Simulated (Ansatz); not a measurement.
PtS2 built on the CdI2 prototype, relaxed with r2SCAN+rVV10 in Ansatz 0.2.0. The symmetry is P-3m1 (No. 164, trigonal); a = 3.553 Å, c = 5.123 Å in the conventional setting, 18.66 Å³ an atom. Pt is surrounded by 6 S at 2.39 Å; S is surrounded by 3 Pt at 2.39 Å.

The axes x, y and z are those of this cell:
```
CELL_PARAMETERS angstrom
3.55264 0.00000 0.00000
-1.77632 3.07668 0.00000
0.00000 0.00000 5.12271
ATOMIC_POSITIONS crystal
Pt 0.00000 0.00000 0.00000
S 0.33333 0.66667 0.23926
S 0.66667 0.33333 0.76074
```

Unstrained: PBE gives an indirect gap of 0.615 eV, from k = (0, 0.169, 0.188) to k = (0, 0.281, 0.299); the least direct gap is 0.915 eV at k = (0, 0.281, 0.299). r2SCAN gives an indirect gap of 0.790 eV, from k = (0, 0.169, 0.188) to k = (0, 0.281, 0.299); the least direct gap is 1.106 eV at k = (0, 0.281, 0.299). HSE06 gives an indirect gap of 1.211 eV, from Γ to k = (0, 0.281, 0.299); the least direct gap is 1.680 eV at k = (0, 0.281, 0.299). Meshes: PBE 12×12×6, r2SCAN 12×12×6, HSE06 6×6×4. Strains are changes of length per length. After each strain the atoms were relaxed again with r2SCAN+rVV10 within the symmetry that the strain leaves, so tilts or polar shifts that break it weren't tested; points keep the names that they have in the unstrained zone. No spin polarisation and no zero-point or thermal motion.

(1) Apply uniaxial +1.5 % along x, other directions held. How far does the gap move, against the unstrained cell?

(2) Apply uniaxial +1.0 % along z, other directions held. How far does the gap move, against the unstrained cell?

(3) Estimate what epitaxial +2.0 % in the xy plane, free normal strain -4.09 % does to the gap.

(4) Estimate what isotropic +5.0 % on every length does to the gap.

(5) Apply epitaxial -1.5 % in the xy plane, free normal strain +3.57 %. How far does the gap move, against the unstrained cell?

(6) Order the strained cells by their HSE06 gap, smallest first.
A. isotropic +5.0 % on every length
B. uniaxial +1.5 % along x, other directions held
C. epitaxial +2.0 % in the xy plane
D. epitaxial -1.5 % in the xy plane
E. uniaxial +1.0 % along z, other directions held

Answers

(1) PBE: the gap goes from 0.615 to 0.547 eV (-0.068 eV); the edges go from (0, 0.169, 0.188) → (0, 0.281, 0.299) to (0, 0.169, 0.185) → (0.284, -0.003, -0.294). r2SCAN: the gap goes from 0.790 to 0.715 eV (-0.075 eV); the edges go from (0, 0.169, 0.188) → (0, 0.281, 0.299) to (0, 0.169, 0.185) → (0.284, -0.003, -0.294). HSE06: the gap goes from 1.211 to 1.181 eV (-0.030 eV); the edges go from Γ → (0, 0.281, 0.299) to Γ → (0.284, -0.003, -0.294).

(2) PBE: the gap goes from 0.615 to 0.661 eV (+0.046 eV); the edges go from (0, 0.169, 0.188) → (0, 0.281, 0.299) to (0, 0.172, 0.190) → (0, 0.280, 0.299). r2SCAN: the gap goes from 0.790 to 0.838 eV (+0.048 eV); the edges go from (0, 0.169, 0.188) → (0, 0.281, 0.299) to (0, 0.172, 0.190) → (0, 0.280, 0.299). HSE06: the gap goes from 1.211 to 1.291 eV (+0.080 eV); the edges go from Γ → (0, 0.281, 0.299) to Γ → (0, 0.280, 0.299).

(3) PBE: the gap goes from 0.615 to 0.354 eV (-0.261 eV); the edges go from (0, 0.169, 0.188) → (0, 0.281, 0.299) to Γ → (0, 0.294, 0.284). r2SCAN: the gap goes from 0.790 to 0.486 eV (-0.304 eV); the edges go from (0, 0.169, 0.188) → (0, 0.281, 0.299) to Γ → (0, 0.294, 0.284). HSE06: the gap goes from 1.211 to 0.860 eV (-0.351 eV); the edges go from Γ → (0, 0.281, 0.299) to Γ → (0, 0.294, 0.284).

(4) PBE: the gap goes from 0.615 to 0.692 eV (+0.077 eV); the edges go from (0, 0.169, 0.188) → (0, 0.281, 0.299) to (-0.185, 0.185, -0.117) → (0, 0.284, 0.284). r2SCAN: the gap goes from 0.790 to 0.836 eV (+0.046 eV); the edges go from (0, 0.169, 0.188) → (0, 0.281, 0.299) to (-0.185, 0.185, -0.117) → (0, 0.284, 0.284). HSE06: the gap goes from 1.211 to 1.306 eV (+0.095 eV); the edges go from Γ → (0, 0.281, 0.299) to (-0.185, 0.185, -0.117) → (0, 0.284, 0.284).

(5) PBE: the gap goes from 0.615 to 0.797 eV (+0.182 eV); the edges go from (0, 0.169, 0.188) → (0, 0.281, 0.299) to (0, 0.180, 0.221) → (0, 0.272, 0.312). r2SCAN: the gap goes from 0.790 to 0.990 eV (+0.200 eV); the edges go from (0, 0.169, 0.188) → (0, 0.281, 0.299) to (0, 0.180, 0.221) → (0, 0.272, 0.312). HSE06: the gap goes from 1.211 to 1.529 eV (+0.318 eV); the edges go from Γ → (0, 0.281, 0.299) to Γ → (0, 0.272, 0.312).

(6) C (0.86 eV), B (1.18 eV), E (1.29 eV), A (1.31 eV), D (1.53 eV).

Spin-orbit coupling is left out, which matters wherever the heavy atoms make up the band edges.

Where an edge lies off the special points, it is a point of the mesh or the k point where a search put PBE's edge or least direct gap, reused for the other functionals, whose own edges may lie a little apart.

Coordinates of k points refer to the reciprocal vectors of the primitive cell of the runs.

The meshes of the hybrids are coarse, so their gaps aren't converged to the digits shown.
